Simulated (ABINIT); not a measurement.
# Mg (Im-3m) in ABINIT: projected density of states with PBEsol

Aim: the projected density of states of Mg with PBEsol.

All numbers are computed with ABINIT 10.8.3 (patched build); they aren't measurements. Logs are shortened: lines on timing, memory, paths and dates and some standing lists are left out, and cuts for length are marked. The log counts tension as positive stress, the text compression.

## Step 1: The crystal as given

The structure is cubic, space group Im-3m (No. 229). Conventional cell: a = 3.546 Å, b = 3.546 Å, c = 3.546 Å, α = 90.00°, β = 90.00°, γ = 90.00°. Mg (site symmetry m-3m) is surrounded by 8 Mg at 3.07 Å.

This isn't the form of Mg at room conditions, which is hcp.

## Step 2: Projected density of states, PBEsol, collinear spin, ferromagnetic start

Input file run.abi:

```
ndtset 2

pp_dirpath "./"
pseudos "Mg.upf"

structure "poscar:POSCAR"
natom 1

ecut 42.0

ixc -116133

occopt 3
tsmear 0.1 eV

nsppol 2
spinat
     0.0000000000     0.0000000000     0.5000000000

nstep 100

iomode 3
prtwf 0
prteig 0
prtebands 0
prtden1 1
prtvha1 1
prtvclmb1 1
prtpot1 1

kptopt1 1
ngkpt1 11 11 11
nshiftk1 1
shiftk1 0.0 0.0 0.0
nband1 9
tolvrs1 1.0e-10

iscf2 -3
getden2 1
nband2 11
nbdbuf2 2
tolwfr2 1.0e-10
kptopt2 1
ngkpt2 15 15 15
nshiftk2 1
shiftk2 0.0 0.0 0.0
prtdos2 3
dosdeltae2 0.02 eV
natsph 1
iatsph 1
```

Input file POSCAR:

```
Mg
1.0
   -1.7727644967      1.7727644967      1.7727644967
    1.7727644967     -1.7727644967      1.7727644967
    1.7727644967      1.7727644967     -1.7727644967
Mg
1
Direct
    0.0000000000      0.0000000000      0.0000000000  Mg
```

Potentials or basis: PseudoDojo NC SR PBEsol v0.4.1 standard.

Started as:

```sh
abinit run.abi > log 2>&1
```

run.abo:

```text
.Version 10.8.3 of ABINIT
 DATASET    1 : space group Im -3 m (#229); Bravais cI (body-center cubic)
================================================================================
 Values of the parameters that define the memory need for DATASET  1.
     intxc =       0    ionmov =       0      iscf =       7    lmnmax =       4
     lnmax =       4     mgfft =      36  mpssoang =       2    mqgrid =    3001
     natom =       1  nloc_mem =       1    nspden =       2   nspinor =       1
    nsppol =       2      nsym =      48    n1xccc =       0    ntypat =       1
    occopt =       3   xclevel =       2
       mpw =        1972          nfft =       46656          nkpt =          56
================================================================================
================================================================================

 DATASET    2 : space group Im -3 m (#229); Bravais cI (body-center cubic)
================================================================================
 Values of the parameters that define the memory need for DATASET  2.
     intxc =       0    ionmov =       0      iscf =      -3    lmnmax =       4
     lnmax =       4     mgfft =      36  mpssoang =       2    mqgrid =    3001
     natom =       1  nloc_mem =       1    nspden =       2   nspinor =       1
    nsppol =       2      nsym =      48    n1xccc =       0    ntypat =       1
    occopt =       3   xclevel =       2
       mpw =        1969          nfft =       46656          nkpt =         120
================================================================================
================================================================================

--------------------------------------------------------------------------------
------------- Echo of variables that govern the present computation ------------
--------------------------------------------------------------------------------
 -outvars: echo values of preprocessed input variables --------
            acell      1.0000000000E+00  1.0000000000E+00  1.0000000000E+00 Bohr
              amu      2.43050000E+01
        dosdeltae1     0.00000000E+00 Hartree
        dosdeltae2     7.34986444E-04 Hartree
             ecut      4.20000000E+01 Hartree
           getden1          0
           getden2          1
           iatsph2       1
             iscf1          7
             iscf2         -3
                       outvar_i_n : Printing only first  50 k-points.
              ixc     -116133
           jdtset        1    2
                       outvar_i_n : Printing only first  50 k-points.
         kptrlatt1      11    0    0      0   11    0      0    0   11
         kptrlatt2      15    0    0      0   15    0      0    0   15
          kptrlen1     6.38268226E+01
          kptrlen2     8.70365763E+01
            natom           1
           natsph2       1
            nband1          9
            nband2         11
           nbdbuf1          0
           nbdbuf2          2
           ndtset           2
            ngfft          36      36      36
[... 474 lines left out ...]
...

 Integrated electronic and magnetization densities in atomic spheres:
 ------------------------------------------------------------------------------------------------------------
 Radius=ratsph(iatom), smearing ratsm=  0.0000. Diff(up-dn)=approximate z local magnetic moment.
    Atom    Radius    up_density   dn_density  Total(up+dn)  Diff(up-dn)
    1 Mg   2.00000     4.151516     4.151516      8.303033    -0.000000
 ------------------------------------------------------------------------------------------------------------
  Sum:                 4.151516     4.151516      8.303033    -0.000000
 Total magnetization (from the atomic spheres):               -0.000000
 Total magnetization (exact up - dn):                         -0.000000

================================================================================

 ----iterations are completed or convergence reached----

 Mean square residual over all n,k,spin=   37.317E-12; max=  99.076E-12
 reduced coordinates (array xred) for    1 atoms
       0.000000000000      0.000000000000      0.000000000000

 cartesian coordinates (angstrom) at end:
    1      0.00000000000000     0.00000000000000     0.00000000000000
 length scales=  1.000000000000  1.000000000000  1.000000000000 bohr
              =  0.529177210544  0.529177210544  0.529177210544 angstroms
 Eigenvalues (hartree) for nkpt= 120  k points, SPIN UP:
 kpt#   1, nband= 11, wtk=  0.00030, kpt=  0.0000  0.0000  0.0000 (reduced coord)
  -2.63011   -1.41539   -1.41539   -1.41539   -0.10719    0.64214    0.64214    0.64214
   0.71660    0.71660    0.72221
      occupation numbers for kpt#   1
   1.00000    1.00000    1.00000    1.00000    1.00000    0.00000    0.00000    0.00000
   0.00000    0.00000    0.00000
 prteigrs : prtvol=0 or 1, do not print more k-points.

 Eigenvalues (hartree) for nkpt= 120  k points, SPIN DOWN:
 kpt#   1, nband= 11, wtk=  0.00030, kpt=  0.0000  0.0000  0.0000 (reduced coord)
  -2.63011   -1.41539   -1.41539   -1.41539   -0.10719    0.64214    0.64214    0.64214
   0.71660    0.71660    0.72221
      occupation numbers for kpt#   1
   1.00000    1.00000    1.00000    1.00000    1.00000    0.00000    0.00000    0.00000
   0.00000    0.00000    0.00000
 prteigrs : prtvol=0 or 1, do not print more k-points.

--- !EnergyTerms
iteration_state     : {dtset: 2, }
comment             : Components of total free energy in Hartree
kinetic             :  3.38788611391768E+01
hartree             :  2.14838210135474E+01
xc                  : -7.78483199695215E+00
Ewald energy        : -2.71581392919677E+01
psp_core            :  6.10576709287305E-01
local_psp           : -6.22166926030197E+01
non_local_psp       : -1.81175387747952E+01
internal            : -5.93039438047232E+01
'-kT*entropy'       : -4.56652107785793E-04
total_energy        : -5.93044004568310E+01
...

--- !EnergyTermsDC
iteration_state     : {dtset: 2, }
comment             : '"Double-counting" decomposition of free energy'
band_energy         : -1.36555861915884E+01
Ewald energy        : -2.71581392919677E+01
psp_core            :  6.10576709287305E-01
xc_dc               : -1.91012150975454E+01
internal            : -5.93043638718142E+01
'-kT*entropy'       : -4.56652107785793E-04
total_energy_dc     : -5.93048205239220E+01
...

== END DATASET(S) ==============================================================
================================================================================

 -outvars: echo values of variables after computation  --------
            acell      1.0000000000E+00  1.0000000000E+00  1.0000000000E+00 Bohr
           etotal1    -5.9304898490E+01
           etotal2    -5.9304898490E+01
            fcart1    -0.0000000000E+00 -0.0000000000E+00 -0.0000000000E+00
            rprim     -3.3500393845E+00  3.3500393845E+00  3.3500393845E+00
                       3.3500393845E+00 -3.3500393845E+00  3.3500393845E+00
                       3.3500393845E+00  3.3500393845E+00 -3.3500393845E+00
           strten1    -9.4820864127E-06 -9.4820864127E-06 -9.4820864127E-06
                       0.0000000000E+00  0.0000000000E+00  0.0000000000E+00
 Calculation completed.
```

Run time: 3.9 min. Hardware: 1 thread of Intel Xeon Platinum 8488C (Sapphire Rapids), shared host; peak memory 0.21 GiB.

What came out:

| Quantity | Value |
| --- | --- |
| Free energy | -1613.7685 eV |
| Pressure | 0.3 GPa |
| Band gap on the k mesh | none (metal or under the smearing width) |
| Net moment | 0.00 μB per cell |
| Valence electrons inside the program's atomic spheres | Mg 8.30 (radii [1.0584] Å) |

States per cell in windows of 1 eV (zero at the Fermi level; states under -8 eV left out):
```
from (eV)    up  down  Mg1 p  Mg1 s  Mg1 d
     -8.0  0.00  0.00   0.00   0.00   0.00
     -7.0  0.05  0.05   0.00   0.02   0.00
     -6.0  0.09  0.09   0.00   0.03   0.00
     -5.0  0.12  0.12   0.01   0.03   0.00
     -4.0  0.15  0.15   0.02   0.03   0.00
     -3.0  0.17  0.17   0.02   0.03   0.00
     -2.0  0.21  0.21   0.04   0.03   0.00
     -1.0  0.18  0.18   0.03   0.02   0.00
      0.0  0.23  0.23   0.04   0.04   0.01
      1.0  0.23  0.23   0.04   0.03   0.01
      2.0  0.25  0.25   0.04   0.04   0.02
      3.0  0.27  0.27   0.05   0.04   0.02
      4.0  0.29  0.29   0.06   0.03   0.02
      5.0  0.29  0.29   0.06   0.03   0.02
      6.0  0.29  0.29   0.06   0.03   0.03
      7.0  0.30  0.30   0.06   0.03   0.04
```

Caveat: Libxc's GGAs can fail where the two spin gradients oppose each other.
